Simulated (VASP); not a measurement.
# As in VASP: work function with PBEsol

Aim: the work function of As with PBEsol.

Everything below comes from runs of VASP 6.6.1. Logs are shortened: lines on timing, memory, paths and dates and some standing lists are left out, and cuts for length are marked.

## Step 1: The structure

The cell holds a sheet with vacuum, 2 atoms: a = 3.523 Å, b = 3.523 Å, c = 17.400 Å, α = 90.00°, β = 90.00°, γ = 120.00°.

The cell was built by a generator and needn't be a form met in nature.

## Step 2: Work function, PBEsol, non-collinear spin, zero start, spin-orbit coupling

Contents of INCAR:

```
  PREC = Accurate
  ENCUT = 520
  EDIFF = 1E-7
  ISMEAR = 0
  SIGMA = 0.03
  LREAL = False
  LASPH = True
  NELM = 80
  ALGO = Normal
  ISIF = 2
  LWAVE = False
  LCHARG = True
  MAGMOM = 0 0 0 0 0 0
  LORBIT = 11
  LSORBIT = True
  GGA_COMPAT = False
  LDIPOL = True
  IDIPOL = 3
  DIPOL = 0.5 0.5 0.500
  GGA = PS
  LVHAR = True
  LVACPOTAV = True
  KPAR = 4
```

Contents of KPOINTS:

```
regular mesh
0
Gamma
  12 12 1
```

Contents of POSCAR:

```
As                                      
1.0
    3.5228720160      0.0000000000      0.0000000000
   -1.7614360080      3.0508966568      0.0000000000
    0.0000000000      0.0000000000     17.4000000000
  As            
     2
Direct
     0.3333330000000032    0.6666669999999968    0.4596895322004811
     0.6666669999999968    0.3333330000000032    0.5403104677995191
```

Potentials or basis: VASP PAW PBE potentials, release 64 (As).

On the command line:

```console
$ cat potpaw_PBE.64/As/POTCAR > POTCAR
$ mpirun -np 4 vasp_ncl > vasp.out
```

OUTCAR:

```text
PREC = Accurate
   ENCUT = 520
   EDIFF = 1E-7
   ISMEAR = 0
   LREAL = False
   LASPH = True
   NELM = 80
   ISIF = 2
   LORBIT = 11
   LSORBIT = True
   GGA = PS

 ion  position               nearest neighbor table
   1  0.333  0.667  0.460-   2 2.47   2 2.47   2 2.47
   2  0.667  0.333  0.540-   1 2.47   1 2.47   1 2.47

  LATTYP: Found a hexagonal cell.
 ALAT       =     3.5228720160
 C/A-ratio  =     4.9391518968

  Lattice vectors:

 A1 = (   3.5228720160,   0.0000000000,   0.0000000000)
 A2 = (  -1.7614360080,   3.0508966568,   0.0000000000)
 A3 = (   0.0000000000,   0.0000000000,  17.4000000000)

Analysis of symmetry for initial positions (statically):
=====================================================================
 Subroutine PRICEL returns:
 Original cell was already a primitive cell.

 Routine SETGRP: Setting up the symmetry group for a
 hexagonal supercell.

 Subroutine GETGRP returns: Found 12 space group operations
 (whereof 12 operations were pure point group operations)
 out of a pool of 24 trial point group operations.

The static configuration has the point symmetry D_3d.

Analysis of symmetry for dynamics (positions and initial velocities):
=====================================================================
 Subroutine PRICEL returns:
 Original cell was already a primitive cell.

 Routine SETGRP: Setting up the symmetry group for a
 hexagonal supercell.

 Subroutine GETGRP returns: Found 12 space group operations
 (whereof 12 operations were pure point group operations)
 out of a pool of 24 trial point group operations.

The dynamic configuration has the point symmetry D_3d.

Analysis of structural, dynamic, and magnetic symmetry:
=====================================================================
 Subroutine PRICEL returns:
 Original cell was already a primitive cell.

 Routine SETGRP: Setting up the symmetry group for a
 hexagonal supercell.

 Subroutine GETGRP returns: Found 12 space group operations
 (whereof 12 operations were pure point group operations)
 out of a pool of 24 trial point group operations.

The overall configuration has the point symmetry D_3d.

 Subroutine INISYM returns: Found 12 space group operations
 (whereof 12 operations are pure point group operations),
 and found     1 'primitive' translations

----------------------------------------------------------------------------------------

                                     Primitive cell

  volume of cell :     187.0138

  direct lattice vectors                    reciprocal lattice vectors
     3.522872016  0.000000000  0.000000000     0.283859304  0.163886246  0.000000000
    -1.761436008  3.050896657  0.000000000     0.000000000  0.327772492  0.000000000
     0.000000000  0.000000000 17.400000000     0.000000000  0.000000000  0.057471264

  length of vectors
     3.522872016  3.522872013 17.400000000     0.327772492  0.327772492  0.057471264

  position of ions in fractional coordinates (direct lattice)
     0.333333000  0.666667000  0.459689532
     0.666667000  0.333333000  0.540310468

  ion indices of the primitive-cell ions
   primitive index   ion index
                 1           1
                 2           2

----------------------------------------------------------------------------------------

 KPOINTS: regular mesh

Automatic generation of k-mesh.
 Grid dimensions read from file:
 generate k-points for:   12   12    1

 Generating k-lattice:

  Cartesian coordinates                     Fractional coordinates (reciprocal lattice)
     0.023654942  0.013657187  0.000000000     0.083333333  0.000000000  0.000000000
     0.000000000  0.027314374  0.000000000     0.000000000  0.083333333  0.000000000
     0.000000000  0.000000000  0.057471264     0.000000000  0.000000000  1.000000000

  Length of vectors
     0.027314374  0.027314374  0.057471264

  Shift w.r.t. Gamma in fractional coordinates (k-lattice)
     0.000000000  0.000000000  0.000000000

 Subroutine IBZKPT returns following result:
 ===========================================

 Found     19 irreducible k-points:

 Following reciprocal coordinates:
            Coordinates               Weight
  0.000000  0.000000  0.000000      1.000000
  0.083333  0.000000  0.000000      6.000000
  0.166667  0.000000  0.000000      6.000000
  0.250000  0.000000  0.000000      6.000000
  0.333333  0.000000  0.000000      6.000000
  0.416667  0.000000  0.000000      6.000000
[... 11 lines left out ...]
  0.333333  0.250000  0.000000     12.000000
[... 16 lines left out ...]
   LASPH  =      T    aspherical Exc in radial PAW
   ENCUT  =  520.0 eV  38.22 Ry    6.18 a.u.   6.55  6.55 32.35*2*pi/ulx,y,z
   NELM   =     80;   NELMIN=  2; NELMDL= -5     # of ELM steps
   EDIFF  = 0.1E-06   stopping-criterion for ELM
   LREAL  =      F    real-space projection
   EDIFFG = 0.1E-05   stopping-criterion for IOM
   NSW    =      0    number of steps for IOM
   IBRION =     -1    ionic relax: 0-MD 1-quasi-New 2-CG
   NFREE  =      0    steps in history (QN), initial steepest desc. (CG)
   ISIF   =      2    stress and relaxation
   ISYM   =      2    0-nonsym 1-usesym 2-fastsym
   POTIM  = 0.5000    time-step for ionic-motion
   TEBEG  =    0.0;   TEEND  =   0.0 temperature during run
   PSTRESS=    0.0 pullay stress
   NELECT =      10.0000    total number of electrons
   NUPDOWN=      -1.0000    fix difference up-down
   EMIN   =  10.00;   EMAX   =-10.00  energy-range for DOS
   EFERMI =   0.00;   METHOD = LEGACY
   ISMEAR =     0;   SIGMA  =   0.03  broadening in eV -4-tet -1-fermi 0-gaus
   EFERMI_NEDOS =   21; number of points for ismear=-14 and -15
   IALGO  =     38    algorithm
   IMIX   =      4    mixing-type and parameters
     AMIX     =   0.40;   BMIX     =  1.00
     AMIX_MAG =   1.60;   BMIX_MAG =  1.00
  volume/ion in A,a.u.               =      93.51       631.02
  Fermi-wavevector in a.u.,A,eV,Ry     =   0.616761  1.165509  5.175578  0.380394
  Thomas-Fermi vector in A             =   1.674605
   LORBIT       =     11    0 simple, 1 ext, 2 COOP (PROOUT), +10 PAW based schemes
   GGA     = PS    functional components
   LHFCALC =     F    Hartree Fock is set to
   AEXX    =    0.0000 exact exchange contribution
   IVDW    =     0    specifies the selected vdW correction
   LEPSILON=     F    determine dielectric tensor
   LRPA    =     F    only Hartree local field effects (RPA)
 Gauss-broadening in eV      SIGMA  =   0.03
  energy-cutoff  :      520.00
  volume of cell :      187.01
 maximum number of plane-waves:     10162
 NGX is ok and might be reduce to    28
   NGX = 13   NGY = 13   NGZ = 65

 number of electron      10.0000000 magnetization       0.0000000      0.0000000      0.0000000

 number of electron      10.0000000 magnetization      -0.0000000      0.0000000     -0.0000000

 dipolmoment           0.000000      0.000000     -0.000000 electrons x Angstroem

 number of electron      10.0000000 magnetization      -0.0000000     -0.0000000     -0.0000000

 number of electron      10.0000000 magnetization       0.0000000      0.0000000     -0.0000000

 dipolmoment           0.000000      0.000000      0.000000 electrons x Angstroem

 Free energy of the ion-electron system (eV)
  ---------------------------------------------------
  ext. energy  EPLUGINS =         0.00000000
  ---------------------------------------------------
  free energy    TOTEN  =       -10.03375217 eV

  energy without entropy =      -10.03375217  energy(sigma->0) =      -10.03375217

 E-fermi :  -2.6817     XC(G=0):  -3.0481

 val. band max:       -2.8327441983   @ k =   0.0000   0.0000   0.0000
 cond. band min:      -1.5750118449   @ k =   0.3333   0.0000   0.0000
 fundamental gap:      1.2577323534
 Fermi energy:        -2.6816769740

 k-point     1 :       0.0000    0.0000    0.0000
  band No.  band energies     occupation
      1     -16.9884      1.00000
      2     -16.9884      1.00000
      3     -10.4520      1.00000
      4     -10.4520      1.00000
      5      -3.9140      1.00000
      6      -3.9140      1.00000
[... 376 lines left out ...]
      5      -7.7767      1.00000
      6      -7.7767      1.00000
[... 10 lines left out ...]
     17       4.9952      0.00000
     18       4.9952      0.00000

------------------------ aborting loop because EDIFF is reached ----------------------------------------

  FORCE on cell =-STRESS in cart. coord.  units (eV):
  Direction    XX          YY          ZZ          XY          YZ          ZX
  --------------------------------------------------------------------------------------
  -------------------------------------------------------------------------------------
  Total        0.3471144      0.3471144      0.0260868      0.0000000      0.0000000     -0.0000000
  in kB        2.9737852      2.9737852      0.2234897      0.0000000      0.0000000     -0.0000000
  external PRESSURE =       2.0570200 kB  Pullay stress =       0.0000000 kB

 VOLUME and BASIS-vectors are now :
 -----------------------------------------------------------------------------
  energy-cutoff  :      520.00
  volume of cell :      187.01
      direct lattice vectors                 reciprocal lattice vectors
     3.522872016  0.000000000  0.000000000     0.283859304  0.163886246  0.000000000
    -1.761436008  3.050896657  0.000000000     0.000000000  0.327772492  0.000000000
     0.000000000  0.000000000 17.400000000     0.000000000  0.000000000  0.057471264

 POSITION                                       TOTAL-FORCE (eV/Angst)
 -----------------------------------------------------------------------------------
     -0.00000      2.03393      7.99860        -0.000000      0.000000     -0.019707
      1.76144      1.01696      9.40140         0.000000      0.000000      0.019707
 -----------------------------------------------------------------------------------
    total drift:                                0.000000      0.000000      0.000000

  FREE ENERGIE OF THE ION-ELECTRON SYSTEM (eV)
  ---------------------------------------------------
  free  energy   TOTEN  =       -10.0337521734 eV

  energy  without entropy=      -10.0337521734  energy(sigma->0) =      -10.03375217

 vacuum level on the upper side and lower side of the slab         2.242         2.242

 Spin-Orbit-Coupling matrix elements

 Ion:    1  E_soc:     -0.0245358
 l=   1
     0.0000000    -0.0041692    -0.0039171
    -0.0041692     0.0000000    -0.0041692
    -0.0039171    -0.0041692     0.0000000
 l=   2
     0.0000000    -0.0000008     0.0000000    -0.0000008    -0.0000074
    -0.0000008     0.0000000    -0.0000027     0.0000038    -0.0000008
     0.0000000    -0.0000027     0.0000000    -0.0000027     0.0000000
    -0.0000008     0.0000038    -0.0000027     0.0000000    -0.0000008
    -0.0000074    -0.0000008     0.0000000    -0.0000008     0.0000000
 l=   3
     0.0000000     0.0000000     0.0000000     0.0000000     0.0000000     0.0000000     0.0000000
     0.0000000     0.0000000     0.0000000     0.0000000     0.0000000     0.0000000     0.0000000
     0.0000000     0.0000000     0.0000000     0.0000000     0.0000000     0.0000000     0.0000000
     0.0000000     0.0000000     0.0000000     0.0000000     0.0000000     0.0000000     0.0000000
     0.0000000     0.0000000     0.0000000     0.0000000     0.0000000     0.0000000     0.0000000
     0.0000000     0.0000000     0.0000000     0.0000000     0.0000000     0.0000000     0.0000000
     0.0000000     0.0000000     0.0000000     0.0000000     0.0000000     0.0000000     0.0000000

 Ion:    2  E_soc:     -0.0245358
 l=   1
     0.0000000    -0.0041692    -0.0039171
    -0.0041692     0.0000000    -0.0041692
    -0.0039171    -0.0041692     0.0000000
 l=   2
     0.0000000    -0.0000008     0.0000000    -0.0000008    -0.0000074
    -0.0000008     0.0000000    -0.0000027     0.0000038    -0.0000008
     0.0000000    -0.0000027     0.0000000    -0.0000027     0.0000000
    -0.0000008     0.0000038    -0.0000027     0.0000000    -0.0000008
    -0.0000074    -0.0000008     0.0000000    -0.0000008     0.0000000
 l=   3
     0.0000000     0.0000000     0.0000000     0.0000000     0.0000000     0.0000000     0.0000000
     0.0000000     0.0000000     0.0000000     0.0000000     0.0000000     0.0000000     0.0000000
     0.0000000     0.0000000     0.0000000     0.0000000     0.0000000     0.0000000     0.0000000
     0.0000000     0.0000000     0.0000000     0.0000000     0.0000000     0.0000000     0.0000000
     0.0000000     0.0000000     0.0000000     0.0000000     0.0000000     0.0000000     0.0000000
     0.0000000     0.0000000     0.0000000     0.0000000     0.0000000     0.0000000     0.0000000
     0.0000000     0.0000000     0.0000000     0.0000000     0.0000000     0.0000000     0.0000000

 total charge

# of ion       s       p       d       tot
------------------------------------------
    1        1.296   1.391   0.047   2.733
    2        1.296   1.391   0.047   2.733
--------------------------------------------------
tot          2.592   2.782   0.093   5.467

 magnetization (x)

# of ion       s       p       d       tot
------------------------------------------
    1        0.000   0.000   0.000   0.000
    2        0.000   0.000   0.000   0.000
--------------------------------------------------
tot          0.000   0.000   0.000   0.000

 magnetization (y)

# of ion       s       p       d       tot
------------------------------------------
    1       -0.000  -0.000   0.000  -0.000
    2        0.000   0.000   0.000   0.000
--------------------------------------------------
tot         -0.000   0.000   0.000  -0.000

 magnetization (z)

# of ion       s       p       d       tot
------------------------------------------
    1        0.000   0.000   0.000   0.000
    2        0.000   0.000   0.000   0.000
--------------------------------------------------
tot          0.000   0.000   0.000   0.000
```

Wall time 1.9 min (4 MPI ranks of Intel Xeon Platinum 8488C (Sapphire Rapids), shared host); peak memory 0.82 GiB.

What came out:

| Quantity | Value |
| --- | --- |
| Free energy | -10.0338 eV |
| Largest force | 0.020 eV/Å |
| Net moment | 0.00 μB per cell |
| Valence electrons inside the program's atomic spheres | As 2.73 |
| Work function of the upper face | 4.92 eV |
| Work function of the lower face | 4.92 eV |

Forces in eV/Å, atoms in the order of the input:
```
As   0.000  0.000 -0.020
As   0.000  0.000  0.020
```

Moments on the atoms (μB; x, y, z):
```
As  0.00 0.00 0.00
As  0.00 0.00 0.00
```

Caveat: the PAW data sets were made with another functional, which shifts forces and pressure a little.
